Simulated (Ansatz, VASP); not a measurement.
**Two plane-wave programs on Sr**

INCAR

```
SYSTEM = Sr
PREC = Accurate
ENCUT = 520
EDIFF = 1E-7
ISMEAR = -1
SIGMA = 0.05
LREAL = .FALSE.
LASPH = .TRUE.
NELM = 100
ALGO = Normal
ISIF = 2
LWAVE = .FALSE.
LCHARG = .FALSE.
GGA = PS
NBANDS = 11
```

File KPOINTS:

```
regular mesh
0
G
  8 8 8
  0 0 0
```

POSCAR

```
Sr
1.0
    0.0661010000      3.0195770000      2.9652580000
    3.1346330000      0.0075260000      3.0238330000
    3.1289580000      3.0724770000      0.0132010000
Sr
1
Direct
   -0.0100020000     -0.0043330000      0.0149740000
```

The input input.yaml:

```yaml
crystal:
  lattice:
    - [0.066101, 3.019577, 2.965258]
    - [3.134633, 0.007526, 3.023833]
    - [3.128958, 3.072477, 0.013201]
  atoms:
    - { symbol: Sr, position: [-0.010002, -0.004333, 0.014974] }
hamiltonian:
  xc: pbesol
  pseudopotentials: { kind: paw }
kpoints:
  mp_grid: { grid: [8, 8, 8] }
scf:
  occupations: { method: fermi_dirac, width: 0.05 }
output:
  forces: true
  stress: true
  eigenvalues: true
  write_density: true
  write_potential: true
  elf: true
  volumetric_format: npy
```

Change from the starting cell: cell strained at random at fixed volume.

Alike in both runs: task single point; functional PBEsol; k mesh 8 × 8 × 8; occupations fermi-dirac, width 0.05 eV; no spin polarisation.

|  | VASP | Ansatz |
| --- | --- | --- |
| version | VASP 6.6.1 | Ansatz 0.2.0 |
| potentials or method | VASP PAW PBE potentials, release 64 (Sr_sv) | Ansatz PAW |
| plane-wave cutoff (eV) | 520 | 420 |
| valence electrons in the cell | 10 | 10 |

```tsv
	VASP	Ansatz	Ansatz less VASP
gap on the k mesh at the Fermi level (eV)	none	none	-
pressure (GPa)	-0.9	-0.9	-0.01
largest component of the traceless stress (GPa)	0.28	0.28	-0.002
```

A gap of «none» marks a metal or a gap that the smearing closes. The functional is the same, so the differences come from potentials, cutoffs and numerics.

Caveats: the PAW data sets were made with another functional, which shifts forces and pressure a little (VASP); the PAW data sets come from PBE, with cores solved anew for the run's functional, which leaves a small shift of forces and pressure (Ansatz).
